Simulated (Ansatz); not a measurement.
**TaSi2: Ta-181 nuclear quadrupole resonance**

Cell: an entry of the Crystallography Open Database (COD) whose atoms were relaxed with PBE, the cell held.

```cif
data_TaSi2
_symmetry_space_group_name_H-M 'P6_422'
_symmetry_Int_Tables_number 181
_cell_length_a 4.7839
_cell_length_b 4.7839
_cell_length_c 6.5700
_cell_angle_alpha 90.000
_cell_angle_beta 90.000
_cell_angle_gamma 120.000
loop_
_atom_site_label
_atom_site_type_symbol
_atom_site_symmetry_multiplicity
_atom_site_Wyckoff_symbol
_atom_site_fract_x
_atom_site_fract_y
_atom_site_fract_z
Ta Ta 3 c 0.5000 0.0000 0.0000
Si Si 6 i 0.1590 0.3179 0.0000
```

One atom of each set is listed.

Computed with Ansatz: DFT, PBE, plane waves and PAW, with spin–orbit coupling, 420 eV cutoff, Γ-centred 11×11×7 k-points, Fermi–Dirac smearing 0.05 eV.

Ta-181: I = 7/2, Q = 3170 mb (year-2017 value). Static lattice, zero field.

(1) At which frequencies do the Ta-181 NQR lines lie?

Answers

(1) For I = 7/2 and η = 0 the lines are |C_Q|/14 times 1, 2 and 3; η shifts the lowest up most. At large η the states mix, and weaker lines appear at sums of the main ones; lines under 5 % of the strongest are left out.

```csv
site,atoms,V_zz (10²¹ V/m²),C_Q (MHz),η,line frequencies (MHz)
Ta,3,6.61,507,0.78,"65.9, 81.1, 101.4, 147.0"
```

With no gap above 0.1 eV, as in a metal, the gradients converge slowly in k; expect changes of a tenth or more on a denser mesh. With these PAW files V_zz is typically within 2 to 3 % of all-electron values, but misses above 10 % occur on Ta.
